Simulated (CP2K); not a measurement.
The system is Ge.

```
Ge
1.0
     4.00312    0.00000    0.00000
    -2.00156    3.46680    0.00000
     0.00000    0.00000   13.15671
Ge
8
Direct
  0.33333 0.66667 0.15594
  0.66667 0.33333 0.84406
  0.66667 0.33333 0.65594
  0.33333 0.66667 0.34406
  0.00000 0.00000 0.09315
  0.00000 0.00000 0.90685
  0.00000 0.00000 0.59315
  0.00000 0.00000 0.40685
```

This isn't the form of Ge at room conditions, which is diamond.

Base run:

```yaml
Program: CP2K 2026.2
Functional: r2SCAN
Potentials_or_basis: POTENTIAL_UZH Ge GTH-SCAN-q4; TZVP-MOLOPT-SCAN-GTH basis
Density_cutoff: 9184 eV
k_mesh: 8 × 8 × 2
Occupations: fermi-dirac, width 0.05 eV
Spin: no spin polarisation
```

Its results: band gap on the k mesh 0.30 eV, direct; pressure -3.5 GPa; largest force 0.026 eV/Å.

Problem. The run is repeated on the same cell with these changes: functional from r2SCAN to TASK; occupations from fermi-dirac, width 0.05 eV to fermi-dirac, width 0.1 eV. What comes out?

Solution. Band gap on the k mesh 0.26 eV, direct; pressure -2.1 GPa; largest force 0.029 eV/Å.

Caveats: the basis of atomic orbitals isn't converged, which shifts pressures, moduli and gaps; the potentials were made for another functional, which shifts forces and pressure (some runs).
